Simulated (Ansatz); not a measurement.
**Zn (omega type): how the settings move a single-point run**

How sensitive is a single-point run of Zn (omega type) to its settings? A reference run comes first, then one run with altered input.

Program: Ansatz 0.2.0. Level of theory: reference: DFT, PBE, all-electron LAPW, scalar-relativistic. These are calculated values, not measurements.

## 1. The structure to begin with

It takes space group P6/mmm (No. 191, hexagonal). The conventional cell has a = 3.431 Å, b = 3.431 Å, c = 2.069 Å, α = 90.00°, β = 90.00°, γ = 120.00°. Zn (site symmetry 6/mmm) is surrounded by 14 Zn at 2.07 to 2.23 Å. Zn (site symmetry -6m2) has 11 Zn at 1.98 to 2.23 Å as nearest neighbours.

Structure file:

```
CELL_PARAMETERS angstrom
3.43119 0.00000 0.00000
-1.71559 2.97149 0.00000
0.00000 0.00000 2.06902
ATOMIC_POSITIONS crystal
Zn 0.00000 0.00000 0.00000
Zn 0.33333 0.66667 0.50000
Zn 0.66667 0.33333 0.50000
```

## 2. Baseline

input.yaml reads:

```yaml
crystal:
  lattice:
    - [3.4311856868, 0.0, 0.0]
    - [-1.7155928434, 2.9714939698, 0.0]
    - [0.0, 0.0, 2.0690218449]
  atoms:
    - { symbol: Zn, position: [0.0, 0.0, 0.0] }
    - { symbol: Zn, position: [0.3333333333, 0.6666666667, 0.5] }
    - { symbol: Zn, position: [0.6666666667, 0.3333333333, 0.5] }
kpoints:
  mp_grid: { grid: [9, 9, 12] }
  band_path:
    path:
      - [0.0, 0.0, 0.0]
      - [0.5, 0.0, 0.0]
      - [0.3333333333, 0.3333333333, 0.0]
      - [0.0, 0.0, 0.0]
      - [0.0, 0.0, 0.5]
      - [0.5, 0.0, 0.5]
      - [0.3333333333, 0.3333333333, 0.5]
      - [0.0, 0.0, 0.5]
      - [0.5, 0.0, 0.5]
    npoints: 8
scf:
  occupations: { method: fermi_dirac, width: 0.1 }
hamiltonian:
  xc: pbe
  pseudopotentials: { kind: all_electron, lapw: { basis_error: 0.001 } }
output:
  forces: true
  stress: true
  eigenvalues: true
  populations: true
  dos: { projected: true, de: 0.2, e_range: [-14, 8] }
```

Launch:

```console
> ansatz run input.yaml --threads 1 --pin off --max-ram 3072MiB --backend cpu --events-out ev --progress --plain --runs-dir out
```

## 3. Variant: xc rpbe

Changes to input.yaml since step 2:

```diff
@@ -26,3 +26,3 @@
 hamiltonian:
-  xc: pbe
+  xc: rpbe
   pseudopotentials: { kind: all_electron, lapw: { basis_error: 0.001 } }
@@ -33,2 +33 @@
   populations: true
-  dos: { projected: true, de: 0.2, e_range: [-14, 8] }
```

**Question.** What will these runs give? Wanted: for each run, ending; energy change; pressure; gap; force.

The runs gave:

```csv
run,ending,energy change,pressure (GPa),gap (eV),force (eV/Å),cycles,time
reference,converged,-,387.5,0.00,0.00,8,38 s
1: xc rpbe,converged,not comparable,397.5,0.00,0.00,8,40 s
```

Times don't compare one to one where runs were asked for different outputs or read a saved state (see the inputs); cycles may leave out searches for a lower state.

Residual by cycle in the longest SCF loop of each run; runs are numbered as in the table. The quantity is the density residual dr2, in eV.

```csv
cycle,reference,run 1
1,0.446,0.459
2,0.00439,0.00474
3,0.0218,0.0228
4,0.00124,0.00133
5,7.9e-5,8.3e-5
6,1.9e-6,1.8e-6
7,2.6e-8,2.5e-8
8,8.5e-10,9.2e-10
```

A change of functional puts the total energy on another scale; the pressure goes from 387.5 to 397.5 GPa. At this fixed cell a higher pressure means that this functional prefers a larger volume than the reference. The structure is not at rest: the sound run finds 388 GPa, so these are no properties of the relaxed crystal. 
